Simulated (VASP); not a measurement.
FeSi2 (Linzhiite): equation of state with LDA

FeSi2 (Linzhiite):

```
CELL_PARAMETERS angstrom
2.66063 0.00000 0.00000
0.00000 2.66063 0.00000
0.00000 0.00000 5.07531
ATOMIC_POSITIONS crystal
Fe 0.00000 0.00000 0.00000
Si 0.50000 0.50000 0.72845
Si 0.50000 0.50000 0.27155
```

```json
{
 "Program": "VASP 6.6.1",
 "Task": "equation of state",
 "Functional": "LDA",
 "Potentials or basis": "VASP PAW LDA potentials, release 64 (Fe, Si)",
 "Cutoff": "520 eV",
 "k mesh": "8 × 8 × 4",
 "Occupations": "fermi-dirac, width 0.05 eV",
 "Spin": "collinear spin, ferromagnetic start",
 "Starting moments": "[3.0, 0.0, 0.0] μB"
}
```

```json
{
 "Equilibrium volume": "11.98 Å³/atom",
 "Bulk modulus at fixed shape and positions": "214 GPa",
 "Pressure derivative of the bulk modulus": "4.5 (rough: it moves with the points fitted)"
}
```

Energy against volume, from the lowest point:
```csv
volume (Å³/atom),energy (meV/atom)
11.497,13.82
11.736,3.33
11.976,0.00
12.215,3.08
12.455,11.92
```

All runs of the series together: 82 s on 1 thread of Intel(R) Xeon(R) 6975P-C (Granite Rapids) (shared host).

Caveat: the cell was scaled at fixed shape and fractional positions, which overstates the stiffness of a crystal with free parameters, most of all of layers and chains.
